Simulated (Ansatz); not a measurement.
Input of an Ansatz 0.2.0 run:

File input.yaml:

```yaml
crystal:
  lattice:
    - [0.0, 2.96575, 2.96575]
    - [2.96575, 0.0, 2.96575]
    - [2.96575, 2.96575, 0.0]
  atoms:
    - { symbol: Pb, position: [0.0, 0.0, 0.0] }
    - { symbol: S, position: [0.5, 0.5, 0.5] }
hamiltonian:
  xc: hf
  pseudopotentials: { kind: paw }
kpoints:
  mp_grid: { grid: [4, 4, 4] }
  band_path:
    path:
      - [[0.0, 0.0, 0.0], [0.5, 0.0, 0.5], [0.5, 0.25, 0.75], [0.375, 0.375, 0.75], [0.0, 0.0, 0.0], [0.5, 0.5, 0.5], [0.625, 0.25, 0.625], [0.5, 0.25, 0.75], [0.5, 0.5, 0.5], [0.375, 0.375, 0.75]]
      - [[0.625, 0.25, 0.625], [0.5, 0.0, 0.5]]
    npoints: 4
scf:
  occupations: { method: fermi_dirac, width: 0.05 }
  n_extra_bands: 6
output:
  forces: true
  stress: true
  eigenvalues: true
  fatbands: false
```

Potentials or basis: Ansatz PAW.

Run with:

```sh
$ ansatz run input.yaml --threads 2 --pin off --max-ram 5632MiB --backend cpu --events-out ev --progress --plain --runs-dir out
```

Problem. What does it give for the pressure?

Solution. 8.3 GPa.

Problem. What does it give for the band gap on the k mesh?

Solution. 5.32 eV, direct.

Levels at the corners of the path, in eV from the valence-band top:
```
point  band 6  band 7  band 8  band 9  band 10  band 11  band 12  band 13  band 14  band 15
    Γ  -19.94   -7.50   -3.89   -3.89    -3.89    11.60    11.60    11.60    12.71    12.71
    X  -17.78   -9.27   -7.95   -5.58    -5.58     9.11    12.24    12.31    12.31    18.47
    W  -17.78  -10.62   -6.89   -6.89    -1.91     7.56    10.71    10.71    14.82    14.82
    K  -17.83  -10.73   -7.30   -4.91    -3.72     8.94    10.09    11.35    12.30    17.08
    Γ  -19.94   -7.50   -3.89   -3.89    -3.89    11.60    11.60    11.60    12.71    12.71
    L  -18.43  -12.23   -3.42   -3.42     0.00     5.32     7.13     7.13    15.14    17.07
    U  -17.83  -10.73   -7.30   -4.91    -3.72     8.94    10.09    11.35    12.30    17.08
    W  -17.78  -10.62   -6.89   -6.89    -1.91     7.56    10.71    10.71    14.82    14.82
    L  -18.43  -12.23   -3.42   -3.42     0.00     5.32     7.13     7.13    15.14    17.07
    K  -17.83  -10.73   -7.30   -4.91    -3.72     8.94    10.09    11.35    12.30    17.08
    U  -17.83  -10.73   -7.30   -4.91    -3.72     8.94    10.09    11.35    12.30    17.08
    X  -17.78   -9.27   -7.95   -5.58    -5.58     9.11    12.24    12.31    12.31    18.47
```

Caveat: the k mesh is coarse (spacing up to 0.46 Å⁻¹), so the values aren't converged, least of all with exact exchange; spin-orbit coupling is left out, which as a rule narrows the gap of such compounds by several tenths of an eV; the PAW data sets come from PBE, with cores solved anew for the run's functional, which leaves a small shift of forces and pressure; the thresholds are loose for stress.
